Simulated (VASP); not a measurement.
Crystal: Hf.

```xyz
1
Lattice="2.9138 0.0000 0.0000 0.0000 2.9138 0.0000 0.0000 0.0000 2.9138" Properties=species:S:1:pos:R:3 pbc="T T T"
Hf    1.4569    1.4569    1.4569
```

The cell was built by a generator and needn't be a form met in nature.

```yaml
Program: VASP 6.6.1
Task: relaxation of cell and atoms
Functional: RPBE
Potentials_or_basis: VASP PAW PBE potentials, release 64 (Hf_pv)
Cutoff: 600 eV
k_mesh: 9 × 9 × 9
Occupations: fermi-dirac, width 0.05 eV
Spin: no spin polarisation
```

At the start: pressure 2.4 GPa; volume 24.74 Å³/atom.

Problem. Where does the relaxation end?

Solution. Over 4 steps the energy falls by 4.7 meV/atom and the volume is 25.46 Å³/atom (+2.9 %); space group Pm-3m (No. 221, to 0.05 Å).

Step by step:
```tsv
step	energy change (eV)	largest force (eV/Å)	pressure (GPa)	volume (Å³)
1	0.0000	0.0000	2.37	24.74
2	-0.0013	0.0000	-1.69	26.07
3	-0.0047	0.0000	0.08	25.43
4	-0.0047	0.0000	0.01	25.46
```

Final structure:
```yaml
crystal:
  lattice:
    - [2.94180, 0.00000, 0.00000]
    - [0.00000, 2.94180, 0.00000]
    - [0.00000, 0.00000, 2.94180]
  atoms:
    - { symbol: Hf, position: [0.50000, 0.50000, 0.50000] }
```

Caveat: the PAW data sets were made with another functional, which shifts forces and pressure a little.
